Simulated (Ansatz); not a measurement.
InP (zincblende) (r2SCAN geometry), in Ansatz:

```
In P
1.0
     0.00000    2.95379    2.95379
     2.95379    0.00000    2.95379
     2.95379    2.95379    0.00000
In P
1 1
Direct
  0.00000 0.00000 0.00000
  0.25000 0.25000 0.25000
```

G0W0@PBE with 282 empty bands, a screening cutoff of 180 eV and a 6×6×6 mesh (PAW, contour deformation) gives 1.040 eV over the mesh points, from a PBE gap of 0.584 eV; it sums over 291 bands with 283 plane waves in the screening and a wave cutoff of 420 eV. G0W0 here is at a finite number of bands, screening cutoff and k mesh, not at the basis limit. The values are computed, spin-unpolarised, and not measurements.

Problem. Estimate the gap with starting point PBE0.

Solution. 1.665 eV (+0.625 eV), from a Kohn-Sham gap of 1.962 eV.

Problem. Estimate the gap with empty bands 548, screening cutoff 260 eV.

Solution. 1.021 eV (-0.019 eV), from a Kohn-Sham gap of 0.584 eV.

Problem. Estimate the gap with frequency model Godby-Needs pole.

Solution. 1.129 eV (+0.089 eV), from a Kohn-Sham gap of 0.584 eV.

Problem. Estimate the gap with empty bands 117, screening cutoff 100 eV.

Solution. 1.077 eV (+0.037 eV), from a Kohn-Sham gap of 0.584 eV.

Spin-orbit coupling is left out, which matters wherever the heavy atoms make up the band edges.

The program warns that the k mesh is coarse for exact exchange in some of these runs, so their gaps aren't converged.

With a shallow d shell on the cation, G0W0 converges slowly in bands and cutoff, so these values are in doubt.
